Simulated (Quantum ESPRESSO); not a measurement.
MnO under changes of volume

One of the cells (11.066 Å³/atom); the others are scaled copies at fixed shape and fractional positions:

```xyz
2
Lattice="2.9695 0.0000 0.0000 -1.4847 2.5717 0.0000 0.0000 0.0000 2.8981" Properties=species:S:1:pos:R:3 pbc="T T T"
Mn    0.0000    0.0000    0.0000
O     1.4847    0.8572    1.4490
```

Measurements of this composition are mostly on another form, of space group No. 225.

* Program: Quantum ESPRESSO 7.5
* Functional: PBE
* Potentials or basis: SSSP 1.3 efficiency PBE
* Cutoff: 884 eV
* Density cutoff: 10612 eV
* k mesh: 10 × 10 × 9
* Occupations: fermi-dirac, width 0.05 eV
* Spin: collinear spin, ferromagnetic start
* Starting moments: [4.0, 0.0] μB

| volume (Å³/atom) | energy over the lowest point (meV/atom) | pressure (GPa) | moment (μB per cell) |
| --- | --- | --- | --- |
| 10.402 | 9.01 | 4.6 | 4.52 |
| 10.623 | 3.17 | 2.6 | 4.62 |
| 10.844 | 0.19 | 0.7 | 4.70 |
| 11.066 | 0.00 | -1.1 | 4.78 |
| 11.287 | 1.93 | -2.6 | 4.86 |
| 11.508 | ? | ? | ? |
| 11.729 | 12.26 | -6.2 | 4.95 |

Question: What does the run at 11.508 Å³/atom give?

Answer: Energy over the lowest point 5.82 meV/atom; pressure -4.3 GPa; moment 4.91 μB per cell.

Worked out: A Birch-Murnaghan fit of order 3 (a polynomial in V^(-2/3)) to the other rows has its minimum at 10.98 Å³/atom with B0 = V·E''(V) = 88 GPa and B' = 4.2 at fixed shape and positions, which overstates the stiffness. It gives 6.16 meV/atom at 11.508 Å³/atom, against the run's 5.82, and -dE/dV = -3.7 GPa, against -4.3. A parabola through the other rows of the moment, of slope 0.23 μB per Å³/atom there, gives 4.91 μB, against the run's 4.91.

Energies are extrapolated to zero smearing.

Caveats: a cell with one magnetic atom can't hold antiferromagnetic order, which such compounds often take.
